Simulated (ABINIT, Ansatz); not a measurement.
## KI (Fm-3m): third-order response

Aim: Raman and infrared lines of KI (Fm-3m).

Calculated with ABINIT 10.8.3; DFT LDA, scalar-relativistic, plane waves, PseudoDojo norm-conserving pseudopotentials.

### Step 1. The starting structure

Symmetry: Fm-3m, No. 225, cubic system. Conventional cell: a = 6.818 Å, b = 6.818 Å, c = 6.818 Å, α = 90.00°, β = 90.00°, γ = 90.00°. Nearest to K lie 6 I at 3.41 Å. I has 6 K at 3.41 Å nearest. Farther neighbours and most contacts between anions are not listed.

Structure file:

```cif
data_structure
_symmetry_space_group_name_H-M 'P 1'
_symmetry_Int_Tables_number 1
_cell_length_a 4.8208
_cell_length_b 4.8208
_cell_length_c 4.8208
_cell_angle_alpha 60.000
_cell_angle_beta 60.000
_cell_angle_gamma 60.000
_cell_volume 79.22
loop_
_atom_site_label
_atom_site_type_symbol
_atom_site_fract_x
_atom_site_fract_y
_atom_site_fract_z
_atom_site_occupancy
K1 K 0.00000 0.00000 0.00000 1
I2 I 0.50000 0.50000 0.50000 1
```

### Step 2. Relaxing the cell and atoms

The harmonic expansion needs vanishing forces, and a free crystal bears no stress, so cell and atoms are brought to rest. Stress is more sensitive to the basis than forces are: the last 3 Ha under the cutoff are smoothed with ecutsm, and the cutoff is raised above that of the later runs.

The starting cell comes from a relaxation made beforehand in Ansatz (LDA, PseudoDojo NC).

Input file relax.abi:

```
# relaxation
ionmov 2
optcell 2
dilatmx 1.08
ntime 40
tolmxf 1.0d-05
tolvrs 1.0d-14
prtwf 0
prtden 0
chksymtnons 0

# basis, mesh and filling
ecut 40.0
ecutsm 3.0
ngkpt 6 6 6
nshiftk 1
shiftk 0.0 0.0 0.0
istwfk *1
occopt 1
nband 8
nstep 100
diemac 9.0
prtebands 0
prtgsr 0

# cell and atoms
acell 9.110051143 9.110051143 9.110051143
rprim 
    0.0 0.7071067812 0.7071067812
    0.7071067812 0.0 0.7071067812
    0.7071067812 0.7071067812 0.0
ntypat 2
znucl 19 53
natom 2
typat 1 2
xred 
    0.0 0.0 0.0
    0.5 0.5 0.5
pp_dirpath "./pseudo"
pseudos "K.upf, I.upf"
```

Command:

```sh
$ OMP_NUM_THREADS=1 mpirun -n 4 abinit relax.abi > relax.log
```

Numbers of over 12 decimals in the logs are rounded to 6 here.

relax.abo, the main output file:

```text
[banners, grids, parts of the stress and lines that vanish by symmetry left out]
- input  file    -> relax.abi
- output file    -> relax.abo
- root for input  files -> relaxi
[...]
Symmetries : space group Fm -3 m (#225); Bravais cF (face-center cubic)
[...]
mpw =        8166          nfft =      216000          nkpt =          16
[...]
== DATASET  1 ==================================================================
[...]
cutoff_energies: {ecut:  40.0, pawecutdg:  -1.0, }
[...]
ETOT  1  -43.018458317731    -4.302E+01 6.057E-02 7.271E+01
 ETOT  2  -43.045109367845    -2.665E-02 2.152E-05 2.300E+00
 ETOT  3  -43.045243439020    -1.341E-04 5.245E-07 5.518E-02
 ETOT  4  -43.045244190229    -7.512E-07 4.781E-08 9.749E-03
 ETOT  5  -43.045244430268    -2.400E-07 3.052E-08 2.081E-04
[...]
ETOT 10  -43.045244447657    -2.423E-12 4.566E-16 6.969E-13
 ETOT 11  -43.045244447656     8.313E-13 2.318E-17 1.681E-15
 At SCF step   11       vres2   =  1.68E-15 < tolvrs=  1.00E-14 =>converged.
[...]
sigma(1 1)=  5.20145767E-08  sigma(3 2)=  0.00000000E+00
  sigma(2 2)=  5.20145767E-08  sigma(3 1)=  0.00000000E+00
  sigma(3 3)=  5.20145767E-08  sigma(2 1)=  0.00000000E+00
[...]
convergence: {deltae:  8.313E-13, res2:  1.681E-15, residm:  2.318E-17, diffor: null, }
etotal    :  -4.30452444E+01
[...]
At Broyd/MD step   1, gradients are converged :
[...]
sigma(1 1)=  5.20145767E-08  sigma(3 2)=  0.00000000E+00
  sigma(2 2)=  5.20145767E-08  sigma(3 1)=  0.00000000E+00
  sigma(3 3)=  5.20145767E-08  sigma(2 1)=  0.00000000E+00
[...]
- sigma(1 1)=  1.53032168E-03  sigma(3 2)=  0.00000000E+00
- sigma(2 2)=  1.53032168E-03  sigma(3 1)=  0.00000000E+00
- sigma(3 3)=  1.53032168E-03  sigma(2 1)=  0.00000000E+00
[...]
fcart     -0.0000000000E+00 -0.0000000000E+00 -0.0000000000E+00
           strten      5.2014576686E-08  5.2014576686E-08  5.2014576686E-08
================================================================================

[key lines of the parts left out:]
pressure_GPa:  -1.5303E-03
Total energy (etotal) [Ha]= -4.30452444476563E+01
```

Elapsed: 26 s, on 4 MPI ranks of Intel Xeon at 2.70GHz, shared host; 1.7 min of CPU time.

Little changed from the start: no atom moved by 0.005 Å and no cell edge by 0.1 %.

This step gave:

```yaml
volume_per_atom: 39.61 Å³
pressure: -0.001530 GPa
```

### Step 3. Ground state

The response is built on these wavefunctions, so the potential is converged far more tightly than an energy would need. The mesh is shifted off Γ, since shifted meshes converge sums over the zone faster.

Input file gs.abi:

```
# ground state
tolvrs 1.0d-16
prtden 1
prtwf 1

# basis, mesh and filling
ecut 32.0
ngkpt 4 4 4
nshiftk 4
shiftk 
    0.5 0.5 0.5
    0.5 0.0 0.0
    0.0 0.5 0.0
    0.0 0.0 0.5
istwfk *1
occopt 1
nband 8
nstep 100
diemac 9.0
prtebands 0
prtgsr 0

# cell and atoms
acell 9.110051143 9.110051143 9.110051143
rprim 
    0.0 0.7071067812 0.7071067812
    0.7071067812 0.0 0.7071067812
    0.7071067812 0.7071067812 0.0
ntypat 2
znucl 19 53
natom 2
typat 1 2
xred 
    0.0 0.0 0.0
    0.5 0.5 0.5
pp_dirpath "./pseudo"
pseudos "K.upf, I.upf"
```

Command:

```sh
$ OMP_NUM_THREADS=1 mpirun -n 4 abinit gs.abi > gs.log
```

gs.abo, the main output file:

```text
[banners, grids, parts of the stress and lines that vanish by symmetry left out]
- input  file    -> gs.abi
- output file    -> gs.abo
- root for input  files -> gsi
[...]
Symmetries : space group Fm -3 m (#225); Bravais cF (face-center cubic)
[...]
mpw =        4646          nfft =      110592          nkpt =          10
[...]
== DATASET  1 ==================================================================
[...]
cutoff_energies: {ecut:  32.0, pawecutdg:  -1.0, }
[...]
ETOT  1  -43.028051724444    -4.303E+01 3.559E-02 3.704E+01
 ETOT  2  -43.045009986084    -1.696E-02 9.008E-06 1.071E+00
 ETOT  3  -43.045126404737    -1.164E-04 3.321E-07 3.121E-02
 ETOT  4  -43.045127155226    -7.505E-07 4.431E-08 3.558E-03
 ETOT  5  -43.045127304021    -1.488E-07 2.225E-08 7.896E-05
[...]
ETOT 11  -43.045127318526     2.771E-13 1.479E-18 3.249E-15
 ETOT 12  -43.045127318525     1.229E-12 1.831E-19 2.838E-17
 At SCF step   12       vres2   =  2.84E-17 < tolvrs=  1.00E-16 =>converged.
[...]
sigma(1 1)=  3.13597966E-06  sigma(3 2)=  0.00000000E+00
  sigma(2 2)=  3.13597966E-06  sigma(3 1)=  0.00000000E+00
  sigma(3 3)=  3.13597966E-06  sigma(2 1)=  0.00000000E+00
[...]
convergence: {deltae:  1.229E-12, res2:  2.838E-17, residm:  1.831E-19, diffor: null, }
etotal    :  -4.30451273E+01
[...]
sigma(1 1)=  3.13597966E-06  sigma(3 2)=  0.00000000E+00
  sigma(2 2)=  3.13597966E-06  sigma(3 1)=  0.00000000E+00
  sigma(3 3)=  3.13597966E-06  sigma(2 1)=  0.00000000E+00
[...]
- sigma(1 1)=  9.22637069E-02  sigma(3 2)=  0.00000000E+00
- sigma(2 2)=  9.22637069E-02  sigma(3 1)=  0.00000000E+00
- sigma(3 3)=  9.22637069E-02  sigma(2 1)=  0.00000000E+00
[...]
fcart     -0.0000000000E+00 -0.0000000000E+00 -0.0000000000E+00
           strten      3.1359796563E-06  3.1359796563E-06  3.1359796563E-06
================================================================================

[key lines of the parts left out:]
pressure_GPa:  -9.2264E-02
```

The job ended after 10 s (4 MPI ranks; 39 s of CPU time).

This step gave:

```yaml
pressure: -0.09226 GPa
```

The cell stands at -0.092 GPa, close enough for phonons.

### Step 4. The gap at rest

Empty bands on the ground state's density check that the gap assumed so far is there in this cell.

Input file gap.abi:

```
# empty bands on the ground state's density
iscf -2
getden_filepath "gso_DEN"
tolwfr 1.0d-12
nbdbuf 2
prtwf 0

# basis, mesh and filling
ecut 32.0
ngkpt 6 6 6
nshiftk 1
shiftk 0.0 0.0 0.0
istwfk *1
occopt 1
nband 12
nstep 100
diemac 9.0
prtebands 0
prtgsr 0

# cell and atoms
acell 9.110051143 9.110051143 9.110051143
rprim 
    0.0 0.7071067812 0.7071067812
    0.7071067812 0.0 0.7071067812
    0.7071067812 0.7071067812 0.0
ntypat 2
znucl 19 53
natom 2
typat 1 2
xred 
    0.0 0.0 0.0
    0.5 0.5 0.5
pp_dirpath "./pseudo"
pseudos "K.upf, I.upf"
```

Command:

```sh
$ OMP_NUM_THREADS=1 mpirun -n 4 abinit gap.abi > gap.log
```

gap.abo, the main output file:

```text
[banners, grids, parts of the stress and lines that vanish by symmetry left out]
- input  file    -> gap.abi
- output file    -> gap.abo
- root for input  files -> gapi
[...]
Symmetries : space group Fm -3 m (#225); Bravais cF (face-center cubic)
[...]
mpw =        4656          nfft =      110592          nkpt =          16
[...]
== DATASET  1 ==================================================================
[...]
cutoff_energies: {ecut:  32.0, pawecutdg:  -1.0, }
[...]
-outvars: echo values of variables after computation
            acell      9.1100511430E+00  9.1100511430E+00  9.1100511430E+00 Bohr
================================================================================
```

Run time: 18 s. Hardware: 4 MPI ranks.

This step gave:

| Property | Result |
| --- | --- |
| gap on the k-mesh | 3.866 eV |

In this cell the gap on the mesh is 3.9 eV, direct, so fixed occupations hold.

### Step 5. Linear response at Γ

The derivative of the wavefunctions by k comes first, since the response to a field is built on it; then the field and the displacements that symmetry doesn't supply are solved at q = 0. By the 2n+1 theorem the first-order wavefunctions also give third derivatives: Raman tensors and the non-linear susceptibility.

It reads the wavefunctions written in step 3.

Input file dfpt_gamma.abi:

```
ndtset 3

# common to the responses
getwfk_filepath "gso_WFK"
kptopt 2
nqpt 1
qpt 0.0 0.0 0.0
asr 0
chneut 0

# d/dk
rfelfd1 2
rfdir1 1 1 1
iscf1 -3
tolwfr1 1.0d-20

# displacements, field
rfphon2 1
rfatpol2 1 2
rfdir2 1 1 1
rfelfd2 3
getddk2 1
tolvrs2 1.0d-10
prepanl2 1
prtden2 1

# third order
optdriver3 5
getden_filepath3 "gso_DEN"
get1den3 2
get1wf3 2
getddk3 1
d3e_pert1_elfd3 1
d3e_pert1_phon3 1
d3e_pert1_atpol3 1 2
d3e_pert1_dir3 1 1 1
d3e_pert2_elfd3 1
d3e_pert2_dir3 1 1 1
d3e_pert3_elfd3 1
d3e_pert3_dir3 1 1 1
usepead3 1
tolvrs3 1.0d-10

# basis, mesh and filling
ecut 32.0
ngkpt 4 4 4
nshiftk 4
shiftk 
    0.5 0.5 0.5
    0.5 0.0 0.0
    0.0 0.5 0.0
    0.0 0.0 0.5
istwfk *1
occopt 1
nband 8
nstep 100
diemac 9.0
prtebands 0
prtgsr 0

# cell and atoms
acell 9.110051143 9.110051143 9.110051143
rprim 
    0.0 0.7071067812 0.7071067812
    0.7071067812 0.0 0.7071067812
    0.7071067812 0.7071067812 0.0
ntypat 2
znucl 19 53
natom 2
typat 1 2
xred 
    0.0 0.0 0.0
    0.5 0.5 0.5
pp_dirpath "./pseudo"
pseudos "K.upf, I.upf"
```

Command:

```sh
$ OMP_NUM_THREADS=1 mpirun -n 4 abinit dfpt_gamma.abi > dfpt_gamma.log
```

dfpt_gamma.abo, the main output file:

```text
[banners, grids, parts of the stress and lines that vanish by symmetry left out]
- input  file    -> dfpt_gamma.abi
- output file    -> dfpt_gamma.abo
- root for input  files -> dfpt_gammai
[...]
DATASET    1 : space group Fm -3 m (#225); Bravais cF (face-center cubic)
[...]
nfft =      110592          nkpt =         128
[...]
DATASET    2 : space group Fm -3 m (#225); Bravais cF (face-center cubic)
[...]
nfft =      110592          nkpt =         128
[...]
DATASET    3 : space group Fm -3 m (#225); Bravais cF (face-center cubic)
[...]
mpw =        4646          nfft =      110592          nkpt =         128
[...]
== DATASET  1 ==================================================================
[...]
cutoff_energies: {ecut:  32.0, pawecutdg:  -1.0, }
[...]
- 53.00000   7.00000  180309                  znucl, zion, pspdat
[...]
Perturbation : derivative vs k along direction   1
[...]
-ETOT  1  -11.526231457421     -1.153E+01 2.841E-02 0.000E+00
 ETOT  2  -11.580273581496     -5.404E-02 1.230E-03 0.000E+00
 ETOT  3  -11.580927605611     -6.540E-04 2.693E-05 0.000E+00
 ETOT  4  -11.580938893852     -1.129E-05 1.216E-06 0.000E+00
 ETOT  5  -11.580939144485     -2.506E-07 3.985E-08 0.000E+00
[...]
At SCF step   15   max residual=  9.93E-21 < tolwfr=  1.00E-20 =>converged.
[...]
Perturbation : derivative vs k along direction   2
[...]
-ETOT  1  -11.526231457232     -1.153E+01 2.841E-02 0.000E+00
[...]
At SCF step   15   max residual=  9.93E-21 < tolwfr=  1.00E-20 =>converged.
[...]
Perturbation : derivative vs k along direction   3
[...]
-ETOT  1  -11.526231457043     -1.153E+01 2.841E-02 0.000E+00
[...]
At SCF step   15   max residual=  9.93E-21 < tolwfr=  1.00E-20 =>converged.
[...]
1        1       1.6687352570   -0.0000000000
     1        2       0.8343676285    0.0000000000
     1        3       0.8343676285   -0.0000000000
     2        1       0.8343676285    0.0000000000
     2        2       1.6687352570    0.0000000000
     2        3       0.8343676285   -0.0000000000
     3        1       0.8343676285   -0.0000000000
     3        2       0.8343676285   -0.0000000000
     3        3       1.6687352570   -0.0000000000
[...]
== DATASET  2 ==================================================================
[...]
cutoff_energies: {ecut:  32.0, pawecutdg:  -1.0, }
[...]
Perturbation : displacement of atom   1   along direction   1
[...]
-ETOT  1   6.120658     -2.725E+03 7.923E+00 4.956E+02
[...]
At SCF step   13       vres2   =  8.82E-12 < tolvrs=  1.00E-10 =>converged.
[...]
Perturbation : displacement of atom   2   along direction   1
[...]
-ETOT  1   1.553273     -3.745E+02 1.102E+00 8.686E+02
[...]
At SCF step   10       vres2   =  2.71E-11 < tolvrs=  1.00E-10 =>converged.
[...]
Perturbation : homogeneous electric field along direction   1
[...]
-ETOT  1  -52.184427849859     -5.218E+01 7.046E-01 5.113E+04
[...]
At SCF step   12       vres2   =  2.13E-11 < tolvrs=  1.00E-10 =>converged.
[...]
Perturbation : homogeneous electric field along direction   2
[...]
-ETOT  1  -52.184427849158     -5.218E+01 7.046E-01 5.113E+04
[...]
At SCF step   12       vres2   =  2.13E-11 < tolvrs=  1.00E-10 =>converged.
[...]
Perturbation : homogeneous electric field along direction   3
[...]
-ETOT  1  -52.184427848456     -5.218E+01 7.046E-01 5.113E+04
[...]
ETOT 11  -64.412808580089     -1.052E-12 5.561E-14 1.995E-10
 ETOT 12  -64.412808580089     -5.684E-14 1.346E-15 2.129E-11
 At SCF step   12       vres2   =  2.13E-11 < tolvrs=  1.00E-10 =>converged.
[...]
Dielectric tensor, in cartesian coordinates,
[...]
1    4   1    4         3.1219018253        -0.0000000000
   1    4   2    4         0.0000000000        -0.0000000000
   1    4   3    4         0.0000000000        -0.0000000000
   2    4   1    4         0.0000000000        -0.0000000000
   2    4   2    4         3.1219018253        -0.0000000000
   2    4   3    4         0.0000000000        -0.0000000000
   3    4   1    4         0.0000000000        -0.0000000000
   3    4   2    4         0.0000000000        -0.0000000000
   3    4   3    4         3.1219018253        -0.0000000000
  Effective charges, in cartesian coordinates,
[...]
1    1   1    4         1.1062228804         0.0000000000
   2    1   1    4        -0.0000000000         0.0000000000
   3    1   1    4         0.0000000000         0.0000000000
   1    2   1    4        -1.1058247233         0.0000000000
   2    2   1    4         0.0000000000         0.0000000000
[...]
Effective charges, in cartesian coordinates,
[...]
2    4   1    2         0.0000000000         0.0000000000
   3    4   1    2         0.0000000000         0.0000000000
   1    4   2    2         0.0000000000         0.0000000000
   2    4   2    2        -1.1058247326         0.0000000000
   3    4   2    2        -0.0000000000         0.0000000000
   1    4   3    2         0.0000000000         0.0000000000
   2    4   3    2        -0.0000000000         0.0000000000
   3    4   3    2        -1.1058247326         0.0000000000
  Phonon wavevector (reduced coordinates) :  0.00000  0.00000  0.00000
 Phonon energies in Hartree :
[...]
Phonon frequencies in cm-1    :
-  3.114865E-01  3.114867E-01  3.114871E-01  1.147115E+02  1.147115E+02
-  1.147115E+02
  Phonon at Gamma, with non-analyticity in the
[...]
Phonon energies in Hartree :
[...]
Phonon frequencies in cm-1    :
-  3.114865E-01  3.114867E-01  3.116423E-01  1.147115E+02  1.147115E+02
-  1.459549E+02
  Phonon at Gamma, with non-analyticity in the
[...]
Phonon energies in Hartree :
[...]
Phonon frequencies in cm-1    :
-  3.114865E-01  3.114871E-01  3.116419E-01  1.147115E+02  1.147115E+02
-  1.459549E+02
  Phonon at Gamma, with non-analyticity in the
[...]
Phonon energies in Hartree :
[...]
Phonon frequencies in cm-1    :
-  3.114867E-01  3.114871E-01  3.116418E-01  1.147115E+02  1.147115E+02
-  1.459549E+02
[...]
== DATASET  3 ==================================================================
[...]
cutoff_energies: {ecut:  32.0, pawecutdg:  -1.0, }
[...]
1          1       -0.000000000       -0.000000000       -0.000000000
[...]
1          2       -0.000000000       -0.000000000       -0.000000000
[...]
1          3       -0.000000000       -0.000000000       -0.000000000
[...]
2          1       -0.000000000       -0.000000000       -0.000000000
[...]
2          2       -0.000000000       -0.000000000       -0.000000000
[...]
2          3       -0.000000000       -0.000000000       -0.000000000
[...]
strten2     0.0000000000E+00  0.0000000000E+00  0.0000000000E+00
           strten3     0.0000000000E+00  0.0000000000E+00  0.0000000000E+00
================================================================================
```

The job ended after 9.8 min (4 MPI ranks; 39 min of CPU time).

Read from the output:

- miss of the charge sum rule: 3.98e-4 e
- largest acoustic frequency at the zone centre before the sum rule: 0.31 cm⁻¹
- highest optical zone-centre mode (no LO-TO term): 114.7 cm⁻¹
- lowest optical zone-centre mode: 114.7 cm⁻¹
- mean high-frequency dielectric constant: 3.122
- largest Born charge in size (third of the trace): 1.106 e

Born charge (rows field, columns displacement), before the sum rule (e), principal values of the symmetric part by kind of site:

```csv
atom,atoms with these values,low,middle,high,mean
K1,1,1.11,1.11,1.11,1.11
I2,1,-1.11,-1.11,-1.11,-1.11
```

In full for K1:

```
1.11 0.00 0.00
0.00 1.11 0.00
0.00 0.00 1.11
```

High-frequency dielectric tensor:

```
3.12 0.00 0.00
0.00 3.12 0.00
0.00 0.00 3.12
```

The acoustic modes at Γ come out as far as 0.3 cm⁻¹ from zero, where they should vanish, a small numerical error; the Born charges miss their sum rule by 4.0e-4 e, which is good.

[end of part 1 of 3]

[Host names and launcher messages were left out of these logs when they were recorded.]

[Logs are printed without paths, hosts, clocks, repeated set-up lines and the standing remarks that a program may print on its own settings, such as how far it seeks lower states.]

[Hosts, paths, dates, database ids (printed as entryN), source tags and the programs' standing remarks are cut or masked in the printed files.]
